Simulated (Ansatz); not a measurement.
```xyz
2
Lattice="0.0000 2.3608 2.3608 2.3608 0.0000 2.3608 2.3608 2.3608 0.0000" Properties=species:S:1:pos:R:3 pbc="T T T"
Be    0.0000    0.0000    0.0000
S     1.1804    1.1804    1.1804
```

RPA correlation and exact exchange on PBE orbitals, soft PAW set, first generation (Ansatz); 4×4×4 mesh, wave cutoff 420 eV, correlation extrapolated to infinite response cutoff from cutoffs up to 280 eV, 8 electrons, all correlated, 180 empty bands, long-wavelength term: optical limit. The band count ends below the top response cutoff.

The cell is then scaled evenly to 1.128 times this volume.

Energy change of the cell: PBE -0.090 eV (mean pressure +4.3 GPa); the Hartree-Fock expression on these orbitals -0.181 eV (mean pressure +8.6 GPa).

(1) What change follows for RPA correlation and the RPA total?

## Answers

(1) RPA correlation: +0.112 eV (mean pressure -5.3 GPa). The RPA total: -0.069 eV (mean pressure +3.3 GPa).

Soft PAW datasets can recover too little correlation energy, by a few per cent up to a quarter and more. This ran on a trial build of the method. The cell is a model at fixed atoms and needn't be the relaxed known crystal. The correlation step scatters with the plane-wave count, here by about 0.01 eV. The mesh is coarse, so these steps aren't converged. The outer core of the alkali or alkaline-earth atom is frozen, so core-valence correlation is missing, which can shift RPA volumes and energy steps markedly.
